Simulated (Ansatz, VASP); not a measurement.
## Two plane-wave programs on AlCu2

```
Al Cu
1.0
     0.00000    2.70846    2.70846
     2.70846    0.00000    2.70846
     2.70846    2.70846    0.00000
Al Cu
1 2
Direct
  0.00000 0.00000 0.00000
  0.25000 0.25000 0.25000
  0.75000 0.75000 0.75000
```

Alike in both runs: task relaxation of cell and atoms; functional r2SCAN; k mesh 6 × 6 × 6; occupations gaussian, width 0.1 eV; no spin polarisation.

```csv
,VASP,Ansatz
version,VASP 6.6.1,Ansatz 0.2.0
potentials or method,"VASP PAW PBE potentials, release 64 (Al, Cu)","scalar-relativistic, plane waves, PAW"
plane-wave cutoff (eV),600,500
valence electrons in the cell,25,41
```

```tsv
	VASP	Ansatz	Ansatz less VASP
gap on the k mesh at the Fermi level, each at its own relaxed structure (eV)	none	none	-
relaxed volume (Å³/atom)	14.91	14.86	-0.051
relaxed cell length with the largest relative difference (Å)	3.985	3.980	-0.0046
energy change over the relaxation (meV/atom)	-72	-70	+1.9
```

A gap of «none» marks a metal or a gap that the smearing closes. The two sets of potentials don't hold the same shells in valence.

Caveats: the PAW data sets were made with another functional, which shifts forces and pressure a little (VASP).
